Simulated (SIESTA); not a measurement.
Crystal: PbSe (Clausthalite).

```
CELL_PARAMETERS angstrom
0.00000 3.06065 3.06065
3.06065 0.00000 3.06065
3.06065 3.06065 0.00000
ATOMIC_POSITIONS crystal
Pb 0.00000 0.00000 0.00000
Se 0.50000 0.50000 0.50000
```

Program: SIESTA 5.4.2. Alike in all runs: cell as given; smearing fermi-dirac 0.05 eV; grid cutoff 500 Ry.

Q: Order these runs on this cell by their pressure, lowest first.
A. level PBE; potentials or basis PseudoDojo 0.4 standard (PBE files), DZ (energy shift 0.02 Ry); spin off; k mesh 8 × 8 × 8; energy shift 0.02 Ry
B. level PBE; potentials or basis PseudoDojo 0.4 standard (PBE files), DZP (energy shift 0.005 Ry); spin off; k mesh 8 × 8 × 8; energy shift 0.005 Ry
C. level PBE; potentials or basis PseudoDojo 0.4 standard (PBE files), DZDP (energy shift 0.05 Ry); spin off; k mesh 8 × 8 × 8; energy shift 0.05 Ry
D. level PBEGcGxHEG; potentials or basis PseudoDojo 0.4 standard (PBE files, fully relativistic), DZDP (energy shift 0.01 Ry); spin non-collinear, ferromagnetic start, SOC; k mesh 6 × 6 × 6; energy shift 0.01 Ry

A: C (-7.5 GPa), A (-3.5 GPa), D (-1.1 GPa), B (3.9 GPa).

Caveats: semicore shells carry a single zeta, which can move pressures by several GPa and volumes by a few percent; the basis of atomic orbitals isn't converged, which shifts pressures, moduli and gaps; the potentials were made for another functional, which shifts forces and pressure (some runs); the basis has no polarisation orbitals (some runs).
